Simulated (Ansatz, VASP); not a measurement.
**One calculation of MgO, two programs**

```xyz
2
Lattice="0.0000 2.2517 2.2517 2.2517 0.0000 2.2517 2.2517 2.2517 0.0000" Properties=species:S:1:pos:R:3 pbc="T T T"
Mg    0.0000    0.0000    0.0000
O     1.1258    1.1258    1.1258
```

Change from the starting cell: hydrostatic strain -1.3%.

Alike in both runs: task single point; functional r2SCAN; k mesh 10 × 10 × 10; no spin polarisation.

|  | VASP | Ansatz |
| --- | --- | --- |
| version | VASP 6.6.1 | Ansatz 0.2.0 |
| potentials or method | VASP PAW PBE potentials, release 64 (Mg, O) | plane waves, PAW |
| plane-wave cutoff (eV) | 520 | 500 |
| occupations | gaussian, width 0.01 eV | fixed |
| valence electrons in the cell | 8 | 16 |

|  | VASP | Ansatz | Ansatz less VASP |
| --- | --- | --- | --- |
| gap on the k mesh at the Fermi level (eV) | 4.57 | 4.58 | +0.015 |
| pressure (GPa) | 5.0 | 5.5 | +0.50 |

The two sets of potentials don't hold the same shells in valence.

Caveats: the PAW data sets were made with another functional, which shifts forces and pressure a little (VASP).
